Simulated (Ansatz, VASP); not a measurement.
C in VASP and in Ansatz

```
CELL_PARAMETERS angstrom
0.00000 2.14109 3.37017
1.23613 0.00000 3.37017
1.23613 2.14109 0.00000
ATOMIC_POSITIONS crystal
C 0.16667 0.83333 0.16667
C 0.83333 0.16667 0.83333
```

Change from the starting cell: volume scaled by 1.02.

Alike in both runs: task single point; functional PBE; k mesh 18 × 18 × 18; occupations fermi-dirac, width 0.05 eV; no spin polarisation.

|  | VASP | Ansatz |
| --- | --- | --- |
| version | VASP 6.6.1 | Ansatz 0.2.0 |
| potentials or method | VASP PAW PBE potentials, release 64 (C), cutoff 520 eV | all-electron LAPW, scalar-relativistic |

|  | VASP | Ansatz | Ansatz less VASP |
| --- | --- | --- | --- |
| pressure (GPa) | -0.5 | -1.0 | -0.49 |
| largest component of the traceless stress (GPa) | 4.10 | 4.70 | +0.597 |

Ansatz ran all-electron here, so the differences hold the error of VASP's frozen core and of both bases.
